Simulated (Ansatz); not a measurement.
# Sc2CS2 MXene monolayer in a perpendicular field, part 2 of 2

Wanted: the out-of-plane response of the Sc2CS2 MXene monolayer. A positive field points along +c.

Ansatz 0.2.0; plane-wave DFT, PBE-D3(BJ), Ansatz PAW.

So far. Step 2 (Relaxation): The lattice constant a goes from 3.226 to 3.466 Å.

### 3. Single point, field 0

A sawtooth potential applies the field, turning back in the middle of the vacuum. With the dipole correction the typed value is the field outside the slab. The induced dipole is small, so the SCF threshold is tight.

The cell differs from the one that the last finished run ended in (c 43.216 → 23.598 Å).

File input.yaml:

```yaml
crystal:
  lattice:
    - [3.4659489861, 0.0, 0.0]
    - [-1.732974493, 3.0015998702, 0.0]
    - [0.0, 0.0, 23.5984741961]
  atoms:
    - { symbol: S, position: [0.3333333333, 0.6666666667, 0.3813805895] }
    - { symbol: Sc, position: [0.6666666667, 0.3333333333, 0.4434944139] }
    - { symbol: C, position: [0.0, 0.0, 0.5] }
    - { symbol: Sc, position: [0.3333333333, 0.6666666667, 0.5565055861] }
    - { symbol: S, position: [0.6666666667, 0.3333333333, 0.6186194105] }
kpoints:
  mp_grid: { grid: [18, 18, 1] }
  band_path:
    path: [[0, 0, 0], [0.5, 0, 0], [0.33333333, 0.33333333, 0], [0, 0, 0]]
    npoints: 16
hamiltonian:
  xc: pbe
  dispersion: d3bj
scf:
  occupations: { method: fermi_dirac, width: 0.02585 }
  convergence: { dr2_threshold: 1.0e-10 }
efield:
  axis: 3
  dipole_correction: true
  ramp_position: 0.97
  ramp_width: 0.06
  amplitude: 0
output:
  dos: { projected: true, e_range: [-6, 5] }
  write_potential: true
  write_density: true
  volumetric_format: npy
  elf: true
```

Run with:

```bash
$ ansatz run input.yaml --threads 2 --pin off --max-ram 3072MiB --backend cpu --events-out ev --progress --plain --runs-dir out
```

Numbers of over 12 decimals in the logs are rounded to 6 here.

What it wrote:

```text
[...]
Crystal: 5 atoms, lattice volume = 245.504 Å³
Basis set: ecut = 420 eV, 4801 PW (Γ)
Bands: 24, of which v1, the nominal top of the filled ones, is band 19 counted from 1 (18 counted from 0)
Symmetry: 6 space group operations
k-points: 37 of 324 (time reversal used)
[...]
SCF iter   1: F=—  HF=-6331.778847 eV  |F-HF|=—  |Δ(HF+E_count)|=         —  Δρ=2.26e-3  dr2=5.39e-2  ethr=1.77e-3  p=0.000 e·Å  D=6.06e-14 V/Å  ΔV_dip=-0.00 eV  dr2_dipole=2.91e-7  V_vac-E_F(+/−)=7.30/7.30 eV  ⟨swp⟩=6.6  Hψ=4449  notcnv=0
efield: sawtooth ramp at fractional position 0.9700 (set: `efield.ramp_position`, or a place that a band, a saddle search or an elastic batch's reference lends), width 0.0600; the density the first Hamiltonian is built on has a dipole p = 0.000 e·Å; the dipole correction subtracts the counter field D = 6.06e-14 V/Å, which shifts the + side's vacuum level by -0.00 eV against the − side's; the planar-averaged density in the ramp window peaks in size at 7.9e-6 e/Å³
[...]
SCF iter   2: F=—  HF=-6331.773983 eV  |F-HF|=—  |Δ(HF+E_count)|=   4.86e-3  Δρ=1.17e-3  dr2=6.55e-3  ethr=1.42e-4  p=0.000 e·Å  D=2.59e-5 V/Å  ΔV_dip=-0.00 eV  dr2_dipole=8.12e-8  V_vac-E_F(+/−)=6.84/6.84 eV  ⟨swp⟩=2.2  Hψ=1656  notcnv=0  defer=6
[...]
SCF iter  10: F=-6331.773644 eV  HF=-6331.773644 eV  |F-HF|=1.82e-12  |Δ(HF+E_count)|=  1.59e-10  Δρ=3.82e-8  dr2=6.19e-12  ethr=1.00e-12  p=-0.000 e·Å  D=-9.04e-10 V/Å  ΔV_dip=0.00 eV  dr2_dipole=6.45e-15  V_vac-E_F(+/−)=6.83/6.83 eV  ⟨swp⟩=4.2  Hψ=2179  notcnv=0
SCF 1 converged in 10 iterations: F = -6331.773644 eV  dr2 = 6.19e-12
[...]
NSCF: frozen V_eff on 49 k-points
efield: sawtooth ramp at fractional position 0.9700 (kept from the solve that this one continues, or follows in the run), width 0.0600; the density the first Hamiltonian is built on has a dipole p = -0.000 e·Å; the dipole correction subtracts the counter field D = -9.04e-10 V/Å, which shifts the + side's vacuum level by +0.00 eV against the − side's; the planar-averaged density in the ramp window peaks in size at 1.8e-7 e/Å³
WARN: The output density's exchange-correlation potential varies sharply where the density is thin. Do not read a vacuum level from v_tot or v_xc, or from such a field of the output density. On a cell that repeats whose density bears no net charge and no dipole along the vacuum's axis use v_es (v_loc + v_h of the components); under efield.dipole_correction with no amplitude use v_es + v_field, which holds any externa [...]
SCF converged after 10 iterations
Free energy (F): -6331.773644 eV
[...]
Internal energy: -6331.764343 eV  (E = F + TS)
E sigma→0 (E₀):  -6331.768993 eV
Entropy (-TS):   -0.009301 eV (-1.860 meV/atom)
Fermi energy:    -1.799463 eV
Dipole field:    D = 0.000000 V/Å  (p = 0.000000 e·Å, saw-weighted, corrected)
Work function:   Φ+ = 6.8322 eV   Φ− = 6.8322 eV
Levels:          The Fermi level and band energies are counted from a zero that moves with the ramp; work functions are not
[...]
--- Band table (eV; the first three rows and the last of 37) ---
  k-point 0: bands = [... 15 lower, -1.9937, -1.9937, -1.1561, -0.4626, -0.4626, 1.2931, 1.2931, 1.6246, ... 1 higher]
  k-point 1: bands = [... 15 lower, -2.2007, -2.0053, -1.0656, -0.7091, -0.5684, 1.2983, 1.3958, 1.6777, ... 1 higher]
  k-point 2: bands = [... 15 lower, -2.6054, -2.0406, -1.2811, -0.9881, -0.8120, 1.1755, 1.6178, 1.8717, ... 1 higher]
  k-point 36: bands = [... 15 lower, -3.2458, -3.2458, -2.5875, -2.5875, -2.3871, 2.1926, 2.1926, 2.2332, ... 1 higher]
```

The job ended after 7.5 s (2 threads of AMD EPYC 9R45, shared host; peak memory 0.63 GiB).

This step gave:

* energy at zero smearing: -6331.7690 eV
* work function, upper face: 6.832 eV
* dipole along the normal: 1.31e-7 e·Å

Running mean over a fixed 2.5 Å (it still follows the layers) of the planar mean; the ramp of the sawtooth is left out. The electron's electrostatic potential energy less the Fermi level by z:

```
z (Å)  electron's electrostatic potential energy less the Fermi level (eV)
  3.0                                                                 6.83
  3.5                                                                 6.83
  4.0                                                                 6.83
  4.5                                                                 6.83
  5.0                                                                 6.83
  5.5                                                                 6.83
  6.0                                                                 6.81
  6.5                                                                 6.73
  7.0                                                                 6.31
  7.5                                                                 4.77
  8.0                                                                 2.47
  8.5                                                                0.193
  9.0                                                                -2.32
  9.5                                                                -5.16
 10.0                                                                -6.00
 10.5                                                                -5.87
 11.0                                                                -5.83
 11.5                                                                -5.44
 12.0                                                                -5.37
 12.5                                                                -5.78
 13.0                                                                -5.87
 13.5                                                                -5.97
 14.0                                                                -5.55
 14.5                                                                -2.93
 15.0                                                               -0.237
 15.5                                                                 2.00
 16.0                                                                 4.34
 16.5                                                                 6.13
 17.0                                                                 6.69
 17.5                                                                 6.80
 18.0                                                                 6.83
 18.5                                                                 6.83
 19.0                                                                 6.83
 19.5                                                                 6.83
 20.0                                                                 6.83
 20.5                                                                 6.83
```

The density of states has structure finer than the step of the table below, so its rows give means over 0.25 eV, whole bins alone (the curve runs from -6 to 1.99 eV). Peaks (eV: height): -2.690: 6.03, -2.200: 19.4, -1.290: 6.68, -1.040: 10.8, -0.900: 15.0, -0.680: 9.25, -0.460: 9.50.

Table of density of states by energy, zero at the Fermi level; means over each step:

energy (eV), density of states (states/eV a cell) and a bar:
```
    -3.75        0.0 
    -3.50        0.7 ##
    -3.25        1.3 ####
    -3.00        2.4 ########
    -2.75        5.0 #################
    -2.50        3.1 ###########
    -2.25        7.9 ###########################
    -2.00        2.8 ##########
    -1.75        3.0 ###########
    -1.50        4.4 ###############
    -1.25        4.4 ###############
    -1.00        8.6 ##############################
    -0.75        7.1 #########################
    -0.50        7.3 ##########################
    -0.25        4.6 ################
     0.00        3.7 #############
     0.25        2.3 ########
     0.50        1.5 #####
     0.75        1.6 ######
     1.00        0.5 ##
     1.25        0.2 #
     1.50        0.0 
     1.75        0.1
```

Projected DOS per atom over height of the atomic layer and energy from the Fermi level. Layers: S Sc C Sc S from below.

Ten even steps from '_' (0.00 states/eV) to '@' (1.83 states/eV), each cell a mean:
```
__________
__________
__________
::__::__::
::__--__::
==..%%..==
%%--@@--%%
@@++@@++@@
@@==**==@@
%%::::::%%
++......++
%%--%%--%%
**::::::**
++::::::++
..........
__________
__________
__________
__________
__________
__________
__________
```
Columns: height of the atomic layer (Å) from 9 to 14.6; rows upwards: energy from the Fermi level (eV) from -5.96 to 1.96.

The electronic bands at the labelled points (eV, zero at the Fermi level):

```
  point  band 16  band 17  band 18  band 19  band 20  band 21  band 22  band 23
      Γ    -0.19    -0.19     0.64     1.34     1.34     3.09     3.09     3.42
halfway    -0.91    -0.51    -0.42     0.38     0.43     2.39     3.96     4.07
      M    -1.03    -0.99    -0.64    -0.14     0.17     1.81     3.83     4.78
halfway    -1.31    -1.18    -0.75    -0.74    -0.32     2.73     4.28     4.54
      K    -1.45    -1.45    -0.79    -0.79    -0.59     3.99     3.99     4.03
halfway    -0.94    -0.70    -0.40    -0.30     0.24     3.18     3.20     4.41
      Γ    -0.19    -0.19     0.64     1.34     1.34     3.09     3.09     3.42
```

Electrostatic potential energy in the ca plane at fractional y = 0.333, with atoms of Sc and S within 0.2 Å of it. With pseudopotentials it is smooth inside the atoms' cores, unlike the true potential.

Ten even steps from '0' (-39 eV) to '9' (5 eV), each cell a mean:
```
99999999999999999999987545788888887667999999
99999999999999999999985100478999873003799999
99999999999999999999973000168999860120699999
99999999999999999999974000268999861001799999
99999999999999999999986312588988885225899999
99999999999999999999888767888888888888999999
99999999999999999998888888888877678999999999
99999999999999999998788889988876678999999999
99999999999999999998888888888887788899999999
```
Columns run along c (16.0 Å, from fractional 0.07 to 0.75 of the cell; values clipped at the 3rd and 97th percentile), rows up along a (3.5 Å). Atoms in or near the plane, at fractional coordinates: Sc at (0.44, 0.67), S at (0.62, 0.67).

ELF in the ca plane at fractional y = 0.333, with atoms of Sc and S within 0.2 Å of it. It is the smooth field of the valence electrons, not physical close to the nuclei.

Ten even steps from '0' (0.00) to '9' (0.90), each cell a mean:
```
00000000000001356422431244101589998641000000
00000000000000111127776112115887699863100000
00000000000000000047237201126871079974100000
00000000000000000037567101126884389974100000
00000000000001233215773123113799999852000000
00000000000013577741111465101368887420000000
00000000000125788874114775210013331000000000
00000000000135788875225785211001110000000000
00000000000024688862113675200146664210000000
```
Columns run along c (16.0 Å, from fractional 0.13 to 0.81 of the cell), rows up along a (3.5 Å). Atoms in or near the plane, at fractional coordinates: Sc at (0.44, 0.67), S at (0.62, 0.67).

Valence density in the ca plane at fractional y = 0.333, with atoms of Sc and S within 0.2 Å of it. It is the smooth field of the valence electrons, not physical close to the nuclei.

Values in e/Å³, 5 rows by 16 columns, each cell a mean:
```
0.0 0.0 0.0 0.0 0.0 0.1 0.3 1.9 0.4 0.1 0.3 0.8 0.4 0.0 0.0 0.0
0.0 0.0 0.0 0.0 0.0 0.0 0.6 6.2 1.1 0.1 0.4 0.7 0.7 0.0 0.0 0.0
0.0 0.0 0.0 0.0 0.0 0.1 0.3 2.2 0.4 0.1 0.3 0.9 0.4 0.0 0.0 0.0
0.0 0.0 0.0 0.0 0.0 0.2 0.3 0.2 0.3 0.3 0.2 0.2 0.1 0.0 0.0 0.0
0.0 0.0 0.0 0.0 0.0 0.2 0.4 0.2 0.3 0.3 0.2 0.2 0.1 0.0 0.0 0.0
```
Columns run along c (16.0 Å, from fractional 0.13 to 0.81 of the cell), rows up along a (3.5 Å). Atoms in or near the plane, at fractional coordinates: Sc at (0.44, 0.67), S at (0.62, 0.67).

The work function of the upper face is 6.83 eV.

### 4. Single point, field 0.1 V/Å

input.yaml: that of step 3 with these lines changed.

```diff
@@ -27,5 +27,4 @@
   ramp_width: 0.06
-  amplitude: 0
+  amplitude: 0.1
 output:
-  dos: { projected: true, e_range: [-6, 5] }
   write_potential: true
@@ -33,2 +32 @@
   volumetric_format: npy
-  elf: true
```

What it wrote:

```text
[...]
Crystal: 5 atoms, lattice volume = 245.504 Å³
Basis set: ecut = 420 eV, 4801 PW (Γ)
Bands: 24, of which v1, the nominal top of the filled ones, is band 19 counted from 1 (18 counted from 0)
Symmetry: 6 space group operations
k-points: 37 of 324 (time reversal used)
[...]
k-point 0: bands = [... 15 lower, -1.9940, -1.9940, -1.1564, -0.4629, -0.4629, 1.2928, 1.2928, 1.6241, ... 1 higher]
  k-point 1: bands = [... 15 lower, -2.2010, -2.0056, -1.0660, -0.7093, -0.5687, 1.2980, 1.3955, 1.6773, ... 1 higher]
  k-point 2: bands = [... 15 lower, -2.6057, -2.0409, -1.2814, -0.9884, -0.8122, 1.1752, 1.6175, 1.8713, ... 1 higher]
  k-point 36: bands = [... 15 lower, -3.2468, -3.2453, -2.5936, -2.5818, -2.3873, 2.1916, 2.1929, 2.2329, ... 1 higher]
[key lines of the parts left out:]
SCF converged after 12 iterations
Free energy (F): -6331.775818 eV
Fermi energy:    -1.799710 eV
Dipole field:    D = 0.032049 V/Å  (p = 0.043483 e·Å, saw-weighted, corrected)
```

The job ended after 7.2 s (2 threads; peak memory 0.62 GiB).

The dipole is 0.0435 e·Å.

### 5. Single point, field -0.1 V/Å

input.yaml: that of step 4 with these lines changed.

```diff
@@ -27,3 +27,3 @@
   ramp_width: 0.06
-  amplitude: 0.1
+  amplitude: -0.1
 output:
```

What it wrote:

```text
[...]
Crystal: 5 atoms, lattice volume = 245.504 Å³
Basis set: ecut = 420 eV, 4801 PW (Γ)
Bands: 24, of which v1, the nominal top of the filled ones, is band 19 counted from 1 (18 counted from 0)
Symmetry: 6 space group operations
k-points: 37 of 324 (time reversal used)
[...]
k-point 0: bands = [... 15 lower, -1.9940, -1.9940, -1.1564, -0.4629, -0.4629, 1.2928, 1.2928, 1.6241, ... 1 higher]
  k-point 1: bands = [... 15 lower, -2.2010, -2.0056, -1.0660, -0.7093, -0.5687, 1.2980, 1.3955, 1.6773, ... 1 higher]
  k-point 2: bands = [... 15 lower, -2.6057, -2.0409, -1.2814, -0.9884, -0.8122, 1.1752, 1.6175, 1.8713, ... 1 higher]
  k-point 36: bands = [... 15 lower, -3.2468, -3.2453, -2.5936, -2.5818, -2.3873, 2.1916, 2.1929, 2.2329, ... 1 higher]
[key lines of the parts left out:]
SCF converged after 12 iterations
Free energy (F): -6331.775818 eV
Fermi energy:    -1.799710 eV
Dipole field:    D = -0.032049 V/Å  (p = -0.043483 e·Å, saw-weighted, corrected)
```

It took 7.4 s on 2 threads; peak memory 0.62 GiB.

The dipole is -0.0435 e·Å.

### 6. Response, atoms held

This step: plane-wave DFT, PBE-D3(BJ), Ansatz PAW; response to a field along the normal, atoms held (Ansatz 0.2.0).

The dipoles give the slope, and the difference of two potentials shows where the field is screened.

Numbers from this step:

- equivalent conductor thickness p/(ε₀AE): 7.563 Å
- distance between the outer atoms: 5.598 Å

The dipole of the cell by applied field:

```
applied field (V/Å)  dipole of the cell (e·Å)
            -0.1000                   -0.0435
             0.0000                    1.3e-7
             0.1000                    0.0435
```

Local field over the applied field, running mean. From the potentials at -0.1 and 0.1 V/Å; running mean over 2.5 Å. Local field over applied field against z:

z (Å), local field over applied field and a bar:
```
      4.5      0.999 ##############################
      5.0      0.998 ##############################
      5.5      0.993 ##############################
      6.0      0.979 #############################
      6.5      0.938 ############################
      7.0      0.843 #########################
      7.5      0.689 #####################
      8.0      0.508 ###############
      8.5      0.322 ##########
      9.0      0.155 #####
      9.5      0.052 #
     10.0      0.015 
     10.5      0.005 
     11.0      0.010 
     11.5      0.026 #
     12.0      0.028 #
     12.5      0.013 
     13.0      0.005 
     13.5      0.013 
     14.0      0.040 #
     14.5      0.129 ####
     15.0      0.286 ########
     15.5      0.471 ##############
     16.0      0.654 ####################
     16.5      0.817 #########################
     17.0      0.924 ############################
     17.5      0.973 #############################
     18.0      0.992 ##############################
     18.5      0.998 ##############################
     19.0      0.999 ##############################
```

Electrons, planar mean, per unit field. The induced electron density by z:

```
z (Å)  induced electron density (e/Å³ per V/Å)
  4.5                                   1.8e-6
  5.0                                   6.9e-6
  5.5                                   2.6e-5
  6.0                                   8.9e-5
  6.5                                   2.9e-4
  7.0                                   8.4e-4
  7.5                                  0.00214
  8.0                                  0.00376
  8.5                                  0.00273
  9.0                                   7.1e-4
  9.5                                   8.8e-4
 10.0                                  -1.6e-4
 10.5                                  -7.3e-4
 11.0                                  -2.8e-5
 11.5                                   3.5e-4
 12.0                                  -2.7e-4
 12.5                                  -9.0e-5
 13.0                                   6.4e-4
 13.5                                   3.4e-4
 14.0                                  -7.4e-4
 14.5                                  -7.7e-4
 15.0                                 -0.00217
 15.5                                 -0.00389
 16.0                                 -0.00249
 16.5                                 -0.00102
 17.0                                  -3.6e-4
 17.5                                  -1.1e-4
 18.0                                  -3.2e-5
 18.5                                  -9.0e-6
 19.0                                  -2.4e-6
```

By hand: between -0.1 and 0.1 V/Å the dipole changes by 0.08697 e·Å, a slope of 0.4348 e·Å²/V. A perfect conductor of thickness t has p = ε₀AEt, so t = 180.95 × 0.4348 / 10.403 = 7.56 Å (e/ε₀ = 180.95 V·Å, A in Å²).

The induced dipole is that of a conductor 7.56 Å thick.

### 7. Outcome

| Property | Result |
| --- | --- |
| gap without field | none |
| work function, upper face | 6.83 eV |
| equivalent conductor thickness, atoms held | 7.56 Å |

**Reading.** The induced dipole equals that of a perfect conductor 7.56 Å thick, while the outer atoms lie 5.60 Å apart. There is no gap over 0.03 eV, with or without the field. The main runs have no spin polarisation; a magnetic state could lie lower and would change these results. The MXene's terminations sit over the metal atoms of its far layer; the site over carbon or nitrogen, which some compounds prefer, was not run.

[Logs are printed without paths, hosts, clocks, repeated set-up lines and the standing remarks that a program may print on its own settings, such as how far it seeks lower states.]

[Hosts, paths, dates, database ids (printed as entryN), source tags and the programs' standing remarks are cut or masked in the printed files.]

[Maps of the electrostatic potential energy from Ansatz leave out the sawtooth potential of an applied field or a dipole correction, so their vacuum need not be flat; planar profiles and work functions include it.]

[The density of states shown here was stored with 400 of the rows of the run's finer table, so its peaks can read low, often by over a quarter, or be missed, and its means over a window can be off by a tenth or more.]
